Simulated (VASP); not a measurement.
Input of a VASP 6.6.1 run:

The input INCAR:

```
SYSTEM = TiN
ALGO = Normal ; EDIFF = 1E-6
EDIFFG = -0.01 ; ENCUT = 600
GGA = PS ; IBRION = 2
ISIF = 3 ; ISMEAR = 1
LASPH = .TRUE. ; LCHARG = .FALSE.
LREAL = .FALSE. ; LWAVE = .FALSE.
NELM = 80 ; NSW = 90
PREC = Accurate ; SIGMA = 0.1
```

KPOINTS

```
k-points
0
G
  16 16 16
  0 0 0
```

File POSCAR:

```
TiN
1.0
    0.0000000000      2.1190000000      2.1190000000
    2.1190000000      0.0000000000      2.1190000000
    2.1190000000      2.1190000000      0.0000000000
Ti N
1 1
Direct
    0.0000000000      0.0000000000      0.0000000000
    0.5000000000      0.5000000000      0.5000000000
```

Potentials or basis: VASP PAW PBE potentials, release 64 (Ti_sv, N).

Launch:

```console
$ cat potpaw_PBE.64/Ti_sv/POTCAR potpaw_PBE.64/N/POTCAR > POTCAR
$ mpirun -np 1 vasp_std > vasp.out
```

Task: What does it give for the space group after relaxing (to 0.05 Å)?

Result: Fm-3m (No. 225).

Task: Predict the relaxed cell.

Result: a = 2.974 Å, b = 2.974 Å, c = 2.974 Å, α = 60.00°, β = 60.00°, γ = 60.00°.

Task: Predict the band gap on the k mesh.

Result: None (metal or under the smearing width).

Task: Estimate the relaxed volume.

Result: 9.30 Å³/atom.

Step by step:
| step | energy change (eV) | largest force (eV/Å) | pressure (GPa) | volume (Å³) |
| --- | --- | --- | --- | --- |
| 1 | 0.0000 | 0.0000 | -6.58 | 19.03 |
| 2 | 0.0115 | 0.0000 | 10.91 | 17.97 |
| 3 | -0.0091 | 0.0000 | -0.03 | 18.60 |

Caveat: the PAW data sets were made with another functional, which shifts forces and pressure a little.
